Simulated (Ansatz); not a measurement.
# Te2Mo: elastic constants, part 2 of 2

How stiff is the crystal, and how unevenly? Runs: reference run (LAPW); ions clamped (LAPW). Companion runs by PAW are cited.

Ansatz 0.2.0; DFT PBEsol. Earlier steps stand in the parts before.

### Step 3. Ions clamped, LAPW

input.yaml reads:

```yaml
crystal:
  lattice:
    - [3.49403566152, 0.0, 0.0]
    - [-1.74701783076, 3.0259236446, 0.0]
    - [0.0, 0.0, 14.00698417091]
  atoms:
    - { symbol: Te, position: [0.333333333333, 0.666666666667, 0.621114762993] }
    - { symbol: Te, position: [0.666666666667, 0.333333333333, 0.121114762993] }
    - { symbol: Te, position: [0.333333333333, 0.666666666667, 0.878885237007] }
    - { symbol: Te, position: [0.666666666667, 0.333333333333, 0.378885237007] }
    - { symbol: Mo, position: [0.333333333333, 0.666666666667, 0.25] }
    - { symbol: Mo, position: [0.666666666667, 0.333333333333, 0.75] }
kpoints:
  mp_grid: { grid: [8, 8, 2] }
scf:
  occupations: { method: fixed }
hamiltonian:
  xc: pbesol
  pseudopotentials: { kind: all_electron, lapw: { basis_error: 0.001 } }
elastic:
  mode: clamped_ion
  stencil: two_point
  amplitude: 0.008
```

Launch:

```bash
$ ansatz run input.yaml --threads 2 --pin off --max-ram 6144MiB --backend cpu --events-out ev --progress --plain --runs-dir out
```

The program printed:

```text
LAPW: plane waves up to 8.604 Å⁻¹, error target 1.0e-3 eV per atom; small_component_spin mean_spin; Mo in spheres of 1.291 Å, 30 of its electrons in bands, Dirac shells []; Te in spheres of 1.335 Å, 24 of its electrons in bands, Dirac shells [] (how accurate: hamiltonian.pseudopotentials.lapw.basis_error, Limitations)
Engine: ansatz 0.2.0
Pseudopotentials: kind: all_electron
Pseudopotential: Te, LAPW, valence charge 24, lapw/all_electron/scalar/gaussian/Te, Koelling and Harmon's equation, gaussian nucleus
Pseudopotential: Mo, LAPW, valence charge 30, lapw/all_electron/scalar/gaussian/Mo, Koelling and Harmon's equation, gaussian nucleus
Functional definition: PBEsol
  exchange = pbesol_x
  correlation = pbesol_c
davidson cushion auto → on  (no smearing: the cushion is to keep the highest requested band from converging to the state above it; pin scf.eigensolver.cushion to override)
Crystal: 6 atoms, lattice volume = 148.091 Å³
Basis set: ecut = 282.0415048766105 eV, 1599 PW (Γ), exchange–correlation at level 2
Bands: 94, of which v1, the nominal top of the filled ones, is band 78 counted from 1 (77 counted from 0)
Symmetry: 24 space group operations
Space group: P63/mmc (ITA 194), of the structure as read, at distance tolerance 5.3e-5 Å
k-points: 20 of 128
Non-local potential: Te, projectors of the file, none
Non-local potential: Mo, projectors of the file, none
Initial density: superposition of atomic densities (chi_scale 0.1, normalization cell, long waves kept (reshape's long-wave potential 0.03 eV rms))
Initial wavefunctions: plane waves of lowest kinetic energy (no species holds an atomic orbital)
Functional: x = pbesol(κ = 0.804, μ = 0.12345679012345678), c = pbesol(β = 0.046)
iter 1 solved again at ethr=1.41e-3 eV; its pass at ethr=1.00e-1 eV (dr2=2.20e0 eV) is discarded
SCF iter   1: F=—  HF=-959465.464009 eV  |F-HF|=—  |Δ(HF+E_count)|=         —  Δρ=3.53e-2  dr2=2.21e0  ethr=1.41e-3  ⟨swp⟩=2.0  Hψ=12067  notcnv=0
preconditioner: auto → Resta (q_TF=auto, 2.752 Å⁻¹)  ε∞=4.7  [insulator: Δε(μ)=0.809 eV  Ē_g=9.496 eV  n_scr=66 (ndim 8)  ℏωp=18.3 eV  f_vac=0.069  ε∞_Penn≈4.7]
SCF iter   2: F=—  HF=-959464.900403 eV  |F-HF|=—  |Δ(HF+E_count)|=   5.64e-1  Δρ=2.51e-2  dr2=5.21e0  ethr=1.41e-3  ⟨swp⟩=2.9  Hψ=5704  notcnv=0
SCF iter   3: F=—  HF=-959464.296468 eV  |F-HF|=—  |Δ(HF+E_count)|=   6.04e-1  Δρ=1.39e-2  dr2=4.62e-1  ethr=1.41e-3  ⟨swp⟩=2.7  Hψ=5512  notcnv=0
iter 4 solved again at ethr=1.83e-5 eV; its pass at ethr=2.96e-4 eV (dr2=2.85e-2 eV) is discarded
SCF iter   4: F=—  HF=-959464.141206 eV  |F-HF|=—  |Δ(HF+E_count)|=   1.55e-1  Δρ=3.69e-3  dr2=2.85e-2  ethr=1.83e-5  ⟨swp⟩=2.0  Hψ=9903  notcnv=0
SCF iter   5: F=—  HF=-959464.139263 eV  |F-HF|=—  |Δ(HF+E_count)|=         —  Δρ=1.71e-3  dr2=1.05e-2  ethr=1.83e-5  ⟨swp⟩=2.9  Hψ=5694  notcnv=0
the basis was enlarged: its passes take 916.4 KiB over the memory plan, 2 of 2 planned eigensolver slots
SCF iter   6: F=—  HF=-959464.138559 eV  |F-HF|=—  |Δ(HF+E_count)|=   7.04e-4  Δρ=3.16e-4  dr2=4.32e-4  ethr=6.71e-6  ⟨swp⟩=2.0  Hψ=5621  notcnv=0
SCF iter   7: F=—  HF=-959464.138608 eV  |F-HF|=—  |Δ(HF+E_count)|=   4.93e-5  Δρ=1.84e-4  dr2=1.84e-4  ethr=2.77e-7  ⟨swp⟩=3.0  Hψ=5757  notcnv=0
SCF iter   8: F=—  HF=-959464.138577 eV  |F-HF|=—  |Δ(HF+E_count)|=   3.05e-5  Δρ=6.64e-5  dr2=9.78e-6  ethr=1.18e-7  ⟨swp⟩=2.7  Hψ=5662  notcnv=0
[... 9 lines left out ...]
SCF 1 converged in 17 iterations: F = -959464.138579 eV  dr2 = 5.59e-14
Crystal: 6 atoms, lattice volume = 146.907 Å³
Basis set: ecut = 283.5558262164663 eV, 1599 PW (Γ), exchange–correlation at level 2
Symmetry: 8 space group operations
k-points: 42 of 128
Initial density: handed on by an earlier stage of this run
Initial wavefunctions: plane waves of lowest kinetic energy (no species holds an atomic orbital; no wavefunctions were taken with the density)
[... 2 lines left out ...]
preconditioner: auto → Resta (q_TF=auto, 2.756 Å⁻¹)  ε∞=4.9  [insulator: Δε(μ)=0.829 eV  Ē_g=9.326 eV  n_scr=66 (ndim 8)  ℏωp=18.4 eV  f_vac=0.090  ε∞_Penn≈4.9]
[... 13 lines left out ...]
SCF 2 converged in 13 iterations: F = -959464.133452 eV  dr2 = 4.38e-14
Crystal: 6 atoms, lattice volume = 149.276 Å³
Basis set: ecut = 280.547240867503 eV, 1599 PW (Γ), exchange–correlation at level 2
[... 2 lines left out ...]
preconditioner: auto → Resta (q_TF=auto, 2.748 Å⁻¹)  ε∞=4.9  [insulator: Δε(μ)=0.800 eV  Ē_g=9.240 eV  n_scr=66 (ndim 8)  ℏωp=18.2 eV  f_vac=0.093  ε∞_Penn≈4.9]
[... 13 lines left out ...]
SCF 3 converged in 13 iterations: F = -959464.133944 eV  dr2 = 4.15e-14
[... 2 lines left out ...]
preconditioner: auto → Resta (q_TF=auto, 2.756 Å⁻¹)  ε∞=4.9  [insulator: Δε(μ)=0.788 eV  Ē_g=9.334 eV  n_scr=66 (ndim 8)  ℏωp=18.4 eV  f_vac=0.087  ε∞_Penn≈4.9]
[... 13 lines left out ...]
SCF 4 converged in 13 iterations: F = -959464.132158 eV  dr2 = 1.03e-14
[... 2 lines left out ...]
preconditioner: auto → Resta (q_TF=auto, 2.748 Å⁻¹)  ε∞=4.9  [insulator: Δε(μ)=0.849 eV  Ē_g=9.233 eV  n_scr=66 (ndim 8)  ℏωp=18.2 eV  f_vac=0.098  ε∞_Penn≈4.9]
[... 13 lines left out ...]
SCF 5 converged in 13 iterations: F = -959464.132508 eV  dr2 = 5.03e-15
Crystal: 6 atoms, lattice volume = 148.089 Å³
Basis set: ecut = 282.04451335944225 eV, 1599 PW (Γ), exchange–correlation at level 2
Symmetry: 4 space group operations
[... 2 lines left out ...]
preconditioner: auto → Resta (q_TF=auto, 2.752 Å⁻¹)  ε∞=4.9  [insulator: Δε(μ)=0.819 eV  Ē_g=9.283 eV  n_scr=64 (ndim 8)  ℏωp=18.3 eV  f_vac=0.092  ε∞_Penn≈4.9]
[... 13 lines left out ...]
SCF 6 converged in 13 iterations: F = -959464.135624 eV  dr2 = 1.37e-14
[... 4 lines left out ...]
SCF iter   4: F=—  HF=-959464.135629 eV  |F-HF|=—  |Δ(HF+E_count)|=   4.63e-7  Δρ=7.54e-5  dr2=2.92e-5  ethr=1.36e-8  ⟨swp⟩=3.0  Hψ=12176  notcnv=0
iter 5 solved again at ethr=2.24e-10 eV; its pass at ethr=1.36e-8 eV (dr2=3.50e-7 eV) is discarded
SCF iter   5: F=—  HF=-959464.135624 eV  |F-HF|=—  |Δ(HF+E_count)|=   5.15e-6  Δρ=1.11e-5  dr2=3.49e-7  ethr=2.24e-10  ⟨swp⟩=2.9  Hψ=20631  notcnv=0
SCF iter   6: F=—  HF=-959464.135624 eV  |F-HF|=—  |Δ(HF+E_count)|=   7.24e-8  Δρ=3.90e-6  dr2=2.52e-8  ethr=2.24e-10  ⟨swp⟩=2.0  Hψ=11802  notcnv=0
SCF iter   7: F=—  HF=-959464.135624 eV  |F-HF|=—  |Δ(HF+E_count)|=   1.12e-8  Δρ=1.34e-6  dr2=3.32e-9  ethr=2.31e-11 (applied; sched 1.61e-11)  ⟨swp⟩=3.0  Hψ=12053  notcnv=0
SCF iter   8: F=—  HF=-959464.135624 eV  |F-HF|=—  |Δ(HF+E_count)|=   1.51e-9  Δρ=2.17e-7  dr2=4.24e-10  ethr=2.27e-11 (applied; sched 2.13e-12)  ⟨swp⟩=2.2  Hψ=11812  notcnv=0
SCF iter   9: F=—  HF=-959464.135624 eV  |F-HF|=—  |Δ(HF+E_count)|=  2.33e-10  Δρ=1.29e-7  dr2=3.31e-10  ethr=2.25e-11 (applied; sched 1.00e-12)  ⟨swp⟩=2.0  Hψ=11802  notcnv=0
SCF iter  10: F=—  HF=-959464.135624 eV  |F-HF|=—  |Δ(HF+E_count)|=  2.33e-10  Δρ=5.77e-8  dr2=3.51e-11  ethr=2.25e-11 (applied; sched 1.00e-12)  ⟨swp⟩=2.0  Hψ=11802  notcnv=0
SCF iter  11: F=—  HF=-959464.135624 eV  |F-HF|=—  |Δ(HF+E_count)|=  5.82e-10  Δρ=2.03e-8  dr2=3.34e-12  ethr=2.25e-11 (applied; sched 1.00e-12)  ⟨swp⟩=2.0  Hψ=11802  notcnv=0
SCF iter  12: F=-959464.135624 eV  HF=-959464.135624 eV  |F-HF|=8.15e-10  |Δ(HF+E_count)|=   2.79e-9  Δρ=4.75e-9  dr2=6.67e-14  ethr=2.25e-11 (applied; sched 1.00e-12)  ⟨swp⟩=2.0  Hψ=11802  notcnv=0
SCF 7 converged in 12 iterations: F = -959464.135624 eV  dr2 = 6.67e-14
SCF converged after 17 iterations
Free energy (F): -959464.138579 eV
Harris-Foulkes:  -959464.138579 eV  (|F-HF|=5.82e-10)
Internal energy: -959464.138579 eV  (E = F + TS)
E sigma→0 (E₀):  -959464.138579 eV
Fermi energy:    14.818159 eV
--- Per-component energies (eV) ---
  E_band       = -12715.135694
  E_kinetic    = 1008843.990626
  E_xc         = -25474.631865
  E_electrostatic = -1942833.497341  (all electrons and nuclei)
  E_smearing   = -0.000000  (= −TS)
  E_closure    = 0.000000  (closes the sum)
  E_atoms      = -959424.837554  (free atoms, spherical and without spin; not in F)
  Σ components = -959464.138579   (vs F -959464.138579, Δ=0.00e0)
  Basis errors (estimates in eV, not in F): energy 4.2e-4 per atom: plane waves 3.7e-4 (2.1e-4 summed), levels above the bands 0.0e0, relativity 1.4e-8, radial functions 4.5e-5, core shells 8.3e-7; eigenvalues (radial functions only) 5.8e-7; not estimated: angular momenta, meshes, grids; target (lapw.basis_error) 1.0e-3; muffin-tin radii Mo 1.291 Å, Te 1.335 Å
--- Forces (eV/Å), atoms counted from 1 ---
  atom   1  Te     0.00000000    -0.00000000     0.00078060
  atom   2  Te     0.00000000     0.00000000     0.00078060
  atom   3  Te    -0.00000000    -0.00000000    -0.00078060
  atom   4  Te     0.00000000     0.00000000    -0.00078060
  atom   5  Mo     0.00000000    -0.00000000     0.00000000
  atom   6  Mo     0.00000000     0.00000000     0.00000000
  max |Σ_I F_I| component: 1.85e-17 eV/Å
--- Stress (GPa, compression-positive) ---
        0.018377       0.000000       0.000000
        0.000000       0.018377       0.000000
        0.000000       0.000000       0.011331
  P = ⅓ Tr σ = 0.0160 GPa (0.160 kbar)
--- Band table (eV; the first three rows and the last of 20) ---
  k-point 0: bands = ["-360.4995", "-360.4995", "-360.4603", "-360.4603", "-360.4603", "-360.4603", "-202.6471", "-202.6471", "-202.6415", "-202.6415", "-202.6415", "-202.6415", "-202.6126", "-202.6126", "-202.6126", "-202.6126", "-144.1495", "-144.1495", "-144.1495", "-144.1495", "-94.2767", "-94.2767", "-94.2767", "-94.2767", "-94.2767", "-94.2767", "-94.2767", "-94.2767", "-94.2159", "-94.2159", "-94.2158", "-94.2158", "-45.8458", "-45.8458", "-21.7668", "-21.7668", "-21.7664", "-21.7664", "-21.7538", "-21.7538", "-21.7535", "-21.7535", "-21.7071", "-21.7071", "-21.7056", "-21.7056", "-21.6968", "-21.6968", "-21.6954", "-21.6954", "-21.6899", "-21.6885", "-21.6808", "-21.6793", "-20.0481", "-20.0481", "-19.8763", "-19.8763", "-19.8763", "-19.8763", "1.7206", "2.0401", "2.5803", "3.0809", "8.8881", "10.1855", "11.6570", "13.0455", "13.0455", "13.0599", "13.0599", "13.7288", "13.8392", "13.8392", "13.8724", "13.8724", "14.4603", "14.8182", "17.8537", "17.8537", "17.9841", "17.9841", "18.0861", "18.0861", "18.3368", "18.3368", "20.5834", "21.0964", "21.9683", "22.5832", "23.2405", "23.8417", "23.8417", "24.1723"]
  k-point 1: bands = ["-360.4995", "-360.4995", "-360.4603", "-360.4603", "-360.4603", "-360.4603", "-202.6471", "-202.6471", "-202.6415", "-202.6415", "-202.6415", "-202.6415", "-202.6126", "-202.6126", "-202.6126", "-202.6126", "-144.1495", "-144.1495", "-144.1495", "-144.1495", "-94.2767", "-94.2767", "-94.2767", "-94.2767", "-94.2767", "-94.2767", "-94.2767", "-94.2767", "-94.2159", "-94.2159", "-94.2158", "-94.2158", "-45.8458", "-45.8458", "-21.7666", "-21.7666", "-21.7666", "-21.7666", "-21.7536", "-21.7536", "-21.7536", "-21.7536", "-21.7064", "-21.7064", "-21.7064", "-21.7064", "-21.6960", "-21.6960", "-21.6960", "-21.6960", "-21.6893", "-21.6893", "-21.6800", "-21.6800", "-20.0481", "-20.0481", "-19.8763", "-19.8763", "-19.8763", "-19.8763", "1.8433", "1.8433", "2.8643", "2.8643", "9.3862", "9.3862", "12.7384", "12.7384", "13.0526", "13.0526", "13.0526", "13.0526", "13.8559", "13.8559", "13.8559", "13.8559", "14.7268", "14.7268", "17.8917", "17.8917", "17.8917", "17.8917", "18.2381", "18.2381", "18.2381", "18.2381", "20.9372", "20.9372", "22.6295", "22.6295", "22.8868", "22.8868", "24.0539", "24.0539"]
  k-point 2: bands = ["-360.4995", "-360.4995", "-360.4603", "-360.4603", "-360.4603", "-360.4603", "-202.6471", "-202.6471", "-202.6415", "-202.6415", "-202.6415", "-202.6415", "-202.6126", "-202.6126", "-202.6126", "-202.6126", "-144.1495", "-144.1495", "-144.1495", "-144.1495", "-94.2767", "-94.2767", "-94.2767", "-94.2767", "-94.2767", "-94.2767", "-94.2767", "-94.2767", "-94.2159", "-94.2158", "-94.2158", "-94.2158", "-45.8442", "-45.8442", "-21.7651", "-21.7648", "-21.7632", "-21.7628", "-21.7567", "-21.7564", "-21.7504", "-21.7502", "-21.7083", "-21.7080", "-21.7068", "-21.7067", "-21.7011", "-21.6997", "-21.6971", "-21.6956", "-21.6881", "-21.6870", "-21.6789", "-21.6775", "-20.0368", "-20.0368", "-19.8988", "-19.8988", "-19.8804", "-19.8804", "1.9465", "2.2627", "2.7476", "3.2275", "9.1365", "10.4197", "11.5523", "12.5517", "12.5932", "13.1096", "13.2233", "13.2514", "13.5515", "13.5996", "13.7735", "13.7893", "14.5931", "14.7156", "17.1607", "17.2390", "17.2540", "17.3000", "17.5957", "17.9164", "17.9499", "18.2141", "21.2172", "21.8810", "22.1654", "22.9519", "23.3122", "23.3379", "23.5007", "24.2664"]
  k-point 19: bands = ["-360.4995", "-360.4995", "-360.4603", "-360.4603", "-360.4603", "-360.4603", "-202.6471", "-202.6471", "-202.6415", "-202.6415", "-202.6415", "-202.6415", "-202.6126", "-202.6126", "-202.6126", "-202.6126", "-144.1495", "-144.1495", "-144.1495", "-144.1495", "-94.2769", "-94.2769", "-94.2769", "-94.2769", "-94.2768", "-94.2768", "-94.2768", "-94.2768", "-94.2158", "-94.2158", "-94.2158", "-94.2158", "-45.8344", "-45.8344", "-21.7753", "-21.7753", "-21.7502", "-21.7502", "-21.7424", "-21.7424", "-21.7392", "-21.7392", "-21.7232", "-21.7232", "-21.7132", "-21.7132", "-21.7028", "-21.7028", "-21.7016", "-21.7016", "-21.6812", "-21.6812", "-21.6663", "-21.6663", "-20.0068", "-20.0068", "-19.9645", "-19.9645", "-19.9457", "-19.9457", "4.2629", "4.2629", "4.4749", "4.4749", "9.7944", "9.7944", "10.0262", "10.0262", "11.1228", "11.1228", "11.3976", "11.3976", "12.1295", "12.1295", "12.8835", "12.8835", "14.5625", "14.5625", "16.0029", "16.0029", "16.5676", "16.5676", "17.1180", "17.1180", "18.4907", "18.4907", "19.8582", "19.8582", "20.8654", "20.8654", "22.0102", "22.0102", "24.0269", "24.0269"]
--- Elastic constants: 3 strain directions × 2 members + reference (group order 24) ---
  dense FFT box of the reference and of every strained cell: 20×20×80
  strains applied: 11, 33, 23; error gains: componentwise 1.00 (the most a stress slope's error grows in a printed constant), spectral 1.41 (1 for all six strains in a standard setting)
  C = ∂σ_k/∂η_j (tension-positive GPa; Voigt order 11 22 33 23 13 12):
       165.083     48.323     76.450      0.000      0.000      0.000
        48.323    165.083     76.450      0.000      0.000     -0.000
        76.429     76.429    211.208      0.000      0.000     -0.000
         0.000      0.000      0.000     99.928      0.000      0.000
         0.000      0.000      0.000      0.000     99.928      0.000
         0.000     -0.000      0.000      0.000      0.000     58.380
  reference stress σ⁰ (GPa):     -0.018     -0.018     -0.011      0.000      0.000     -0.000
  no Pulay correction (none for the plane-wave cutoff is built on LAPW): the batch's stresses and constants are at fixed plane waves
  C* (energy form; C + prestress term) asymmetry max|C*_kj − C*_jk| = 1.451e-2 GPa — a small one proves nothing (zero by symmetry where the batch's group is 432, −43m or m−3m); a large one is finite-difference/SCF noise where every solve meets its electron count
  moduli (Voigt/Reuss/Hill, GPa): K = 104.86/101.15/103.01   G = 74.33/68.38/71.35   E = 173.91   ν = 0.219
  mechanically stable: yes (min eigenvalue of sym C = 58.38 GPa)
  where every solve meets its electron count the energy-path curvature estimates C_jj along a normal strain and C_jj − ¼(σ⁰_aa + σ⁰_bb) along a shear (ab), closely only under elastic.basis: deformed
  strain η (Voigt 11):  stress-route row diagonal C_11 = 165.08 GPa, energy-path curvature d²(F+E_count)/dδ²/Ω₀ = 165.02 GPa
         δ    σ_11 (GPa)             F (eV)   n_scf  n_hpsi   n_pw
    -8.000e-3      -1.3837     -959464.1334524      13  182609   1604
     8.000e-3       1.2576     -959464.1339444      13  182581   1604
  strain η (Voigt 33):  stress-route row diagonal C_33 = 211.21 GPa, energy-path curvature d²(F+E_count)/dδ²/Ω₀ = 211.18 GPa
         δ    σ_33 (GPa)             F (eV)   n_scf  n_hpsi   n_pw
    -8.000e-3      -1.7380     -959464.1321582      13   87486   1604
     8.000e-3       1.6413     -959464.1325082      13   87375   1604
  strain η (Voigt 23):  stress-route row diagonal C_44 = 99.93 GPa, energy-path curvature d²(F+E_count)/dδ²/Ω₀ = 99.94 GPa
         δ    σ_23 (GPa)             F (eV)   n_scf  n_hpsi   n_pw
    -8.000e-3      -0.7994     -959464.1356236      13  183707   1604
     8.000e-3       0.7994     -959464.1356236      12  171923   1604
```

Run time: 4.3 min. Hardware: 2 threads of Intel Xeon 6975P-C (Granite Rapids), shared host; peak memory 1.4 GiB.

C in GPa (Voigt order xx, yy, zz, yz, xz, xy):

```
165.1  48.3  76.4   0.0   0.0   0.0
 48.3 165.1  76.4   0.0   0.0   0.0
 76.4  76.4 211.2   0.0   0.0   0.0
  0.0   0.0   0.0  99.9   0.0   0.0
  0.0   0.0   0.0   0.0  99.9   0.0
  0.0   0.0   0.0   0.0   0.0  58.4
```

### Step 4. All runs together

PAW rows come from companion runs at the same settings.

```
               run    C11   C12   C13    C33   C44      K     G      E  Poisson ratio
ions relaxed, LAPW  132.0  30.5   9.9   37.4  21.1   37.2  31.6   73.9          0.169
ions clamped, LAPW  165.1  48.3  76.4  211.2  99.9  103.0  71.4  173.9          0.219
 ions relaxed, PAW  131.8  30.5   9.9   37.3  21.1   37.1  31.5   73.7          0.169
 ions clamped, PAW  164.9  48.3  76.5  211.0  99.9  103.0  71.3  173.7          0.219
```

Constants and moduli in GPa; K, G and E are Hill averages.

### Step 5. Summary of results

The summary covers parts 1 to 2.

| quantity | value |
| --- | --- |
| C11 (LAPW) | 132 GPa |
| C12 (LAPW) | 30 GPa |
| C13 (LAPW) | 10 GPa |
| C33 (LAPW) | 37 GPa |
| C44 (LAPW) | 21 GPa |
| bulk, shear and Young's modulus | 37, 32, 74 GPa |
| Debye temperature from sound speeds | 215 K |
| universal anisotropy index | 1.85 |

In words: All eigenvalues are positive, so the crystal is mechanically stable; by LAPW K = 37 and G = 32 GPa, K/G = 1.18, on the brittle side of Pugh's rough line at 1.75, which was drawn for metals. Young's modulus runs from 36 to 123 GPa with direction. PAW's constants lie within 0.2 GPa of LAPW's. Letting the ions relax lowers C33 most, from 211 to 37 GPa. Cautions: no dispersion correction, so the spacing and stiffness between layers or molecules are poor.
